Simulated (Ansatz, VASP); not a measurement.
One calculation of TiB, two programs

The input INCAR:

```
PREC     = Accurate       # precision mode
ENCUT    = 520            # plane-wave cutoff, eV
EDIFF    = 1E-6           # SCF threshold, eV
ISMEAR   = -1             # smearing method
SIGMA    = 0.05           # smearing width, eV
LREAL    = False          # projectors in reciprocal space
LASPH    = True           # aspherical terms in the spheres
NELM     = 100            # most SCF steps
ALGO     = Normal         # electronic algorithm
ISIF     = 2              # what is computed and relaxed
LWAVE    = False          # write WAVECAR
LCHARG   = True           # write CHGCAR
LELF     = True           # ELF
LVHAR    = True         
NBANDS   = 14             # bands
```

KPOINTS

```
regular mesh
0
Gamma
  13 13 13
```

POSCAR

```
TiB
1.0
    0.0000000000      2.0581104144      2.0581104144
    2.0581104144      0.0000000000      2.0581104144
    2.0581104144      2.0581104144      0.0000000000
Ti B
1 1
Direct
    0.7500000000      0.7500000000      0.7500000000
    0.0000000000      0.0000000000      0.0000000000
```

Input for Ansatz:

```yaml
crystal:
  lattice:
    - [0.0, 2.0581104144, 2.0581104144]
    - [2.0581104144, 0.0, 2.0581104144]
    - [2.0581104144, 2.0581104144, 0.0]
  atoms:
    - { symbol: Ti, position: [0.75, 0.75, 0.75] }
    - { symbol: B, position: [0.0, 0.0, 0.0] }
kpoints:
  mp_grid: { grid: [13, 13, 13] }
  band_path:
    path:
      - [0.0, 0.0, 0.0]
      - [-0.5, -0.5, 0.0]
      - [-0.375, -0.375, 0.25]
      - [-0.375, 0.0, 0.375]
      - [0.0, 0.0, 0.0]
      - [0.0, 0.0, 0.5]
      - [-0.5, -0.25, 0.25]
      - [-0.5, -0.5, 0.0]
    npoints: 5
scf:
  occupations: { method: fermi_dirac, width: 0.05 }
hamiltonian:
  xc: lda
  pseudopotentials: { kind: all_electron, lapw: { basis_error: 0.00025 } }
output:
  forces: true
  stress: true
  eigenvalues: true
```

Change from the starting cell: volume scaled by 0.94.

Alike in both runs: task single point; functional LDA; k mesh 13 × 13 × 13; occupations fermi-dirac, width 0.05 eV; no spin polarisation.

```csv
,VASP,Ansatz
version,VASP 6.6.1,Ansatz 0.2.0
potentials or method,"VASP PAW LDA potentials, release 64 (Ti_sv, B)","all-electron LAPW, scalar-relativistic"
plane-wave cutoff (eV),520,see its input
```

```csv
,VASP,Ansatz,Ansatz less VASP
pressure (GPa),133.3,133.5,+0.18
```

Ansatz ran all-electron here, so the differences hold the error of VASP's frozen core and of both bases.

Caveats: the cell as given lies far from equilibrium; so large a pressure means that the cell lies far from this level's equilibrium, or that cutoff or potentials fall short (VASP).
